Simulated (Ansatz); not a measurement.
# GeS: the cost of one run

Method: DFT PBE, scalar-relativistic, plane waves, PAW, in Ansatz 0.2.0.

2 further runs of the same task are left out: 2 that didn't finish.

## Step 1: The starting structure

The structure is orthorhombic, space group Pnma (No. 62). Conventional cell: a = 10.781 Å, b = 3.668 Å, c = 4.450 Å, α = 90.00°, β = 90.00°, γ = 90.00°. Ge (site symmetry m) is surrounded by 3 S at 2.46 Å. S (site symmetry m) has 3 Ge at 2.46 Å as nearest neighbours.

Coordinates:

```cif
data_structure
_symmetry_space_group_name_H-M 'P 1'
_symmetry_Int_Tables_number 1
_cell_length_a 10.7805
_cell_length_b 3.6678
_cell_length_c 4.4504
_cell_angle_alpha 90.000
_cell_angle_beta 90.000
_cell_angle_gamma 90.000
_cell_volume 175.97
loop_
_atom_site_label
_atom_site_type_symbol
_atom_site_fract_x
_atom_site_fract_y
_atom_site_fract_z
_atom_site_occupancy
Ge1 Ge 0.12590 0.25000 0.13492 1
Ge2 Ge 0.87410 0.75000 0.86508 1
Ge3 Ge 0.37410 0.75000 0.63492 1
Ge4 Ge 0.62590 0.25000 0.36508 1
S1 S 0.84712 0.25000 0.50256 1
S2 S 0.15288 0.75000 0.49744 1
S3 S 0.65288 0.75000 0.00256 1
S4 S 0.34712 0.25000 0.99744 1
```

It is the result of an earlier relaxation at this level (volume 22.00 Å³/atom; gap on the mesh: 1.24 eV).

## Step 2: Zero of energy

The reference gives a free energy of -20790.3276 eV, pressure 0.01 GPa, largest force 0.001 eV/Å and gap on the mesh 1.24 eV. It was computed beforehand with the settings of the runs below.

## Step 3: Setting up energy and stress against strain

The cell is strained by ε times the Voigt pattern (1, 0, 0, 0, 0, 0) (xx, yy, zz, yz, xz, xy; engineering shear), with fractional coordinates fixed (clamped ions). The stress on the pattern is the sum of the stress components weighted by it, tension positive.

## Step 4: At ε = -0.1000

input.yaml

```yaml
crystal:
  lattice:
    - [9.7024603807, 0.0, 0.0]
    - [0.0, 3.6678294942, 0.0]
    - [0.0, 0.0, 4.4504162674]
  atoms:
    - { symbol: Ge, position: [0.1259048197, 0.25, 0.1349203576] }
    - { symbol: Ge, position: [0.8740951803, 0.75, 0.8650796424] }
    - { symbol: Ge, position: [0.3740951803, 0.75, 0.6349203576] }
    - { symbol: Ge, position: [0.6259048197, 0.25, 0.3650796424] }
    - { symbol: S, position: [0.8471176922, 0.25, 0.50255968] }
    - { symbol: S, position: [0.1528823078, 0.75, 0.49744032] }
    - { symbol: S, position: [0.6528823078, 0.75, 0.00255968] }
    - { symbol: S, position: [0.3471176922, 0.25, 0.99744032] }
basis:
  ecutwfc: 420
kpoints:
  mp_grid: { grid: [4, 8, 6] }
hamiltonian:
  xc: pbe
scf:
  occupations: { method: gaussian, width: 0.05 }
output:
  forces: true
  stress: true
  eigenvalues: true
```

Run with:

```bash
ansatz run input.yaml --threads 2 --pin off --max-ram 5120MiB --backend cpu --events-out ev --progress --plain --runs-dir out
```

**Question.** How long does this run take on 2 threads of Intel Xeon at 2.70GHz, shared host, and how much memory does it need?

About 14 s, with a peak of 0.65 GiB.
